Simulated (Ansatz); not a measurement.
Below is a relaxed structure of PbSe. It comes from a database structure that was distorted and then relaxed.

All numbers below come from DFT PBE, scalar-relativistic, plane waves, PAW (Ansatz 0.2.0). Cutoff 420 eV, Γ-centred mesh, Gaussian smearing, no spin polarisation.

```xyz
2
Lattice="2.1985 1.2693 3.5936 -2.1985 1.2693 3.5936 0.0000 -2.5386 3.5936" Properties=species:S:1:pos:R:3 pbc="T T T"
Pb    0.0000    0.0000   10.7559
Se    0.0000    0.0000    5.4155
```

Energies over the elements count from the elements' standard structures at the same level, with no fitted energy shifts.

Question: What space group does it have?

Answer: R3m (No. 160). Conventional cell: a = 4.397 Å, c = 10.781 Å. Pb has 6 Se at 3.08–3.14 Å; around Se lie 6 Pb at 3.08–3.14 Å.

Question: What is its formation energy per atom?

Answer: −0.565 eV/atom. It lies below the elements, which doesn't yet make it stable against other compounds or structures.

Question: Is it a metal?

Answer: No, the gap on the 12×12×12 mesh is 0.45 eV.

The last run used a 12×12×12 mesh for its 2-atom cell and Gaussian smearing of 0.02 eV. These runs have no spin–orbit coupling, which can matter for Pb. Kohn–Sham gaps at this level usually fall short of measured ones. The missing spin–orbit coupling can work the other way here. The reference form of Se is held partly by dispersion forces, which this level lacks. Symmetry constrained the relaxation, so the result can be a saddle point.
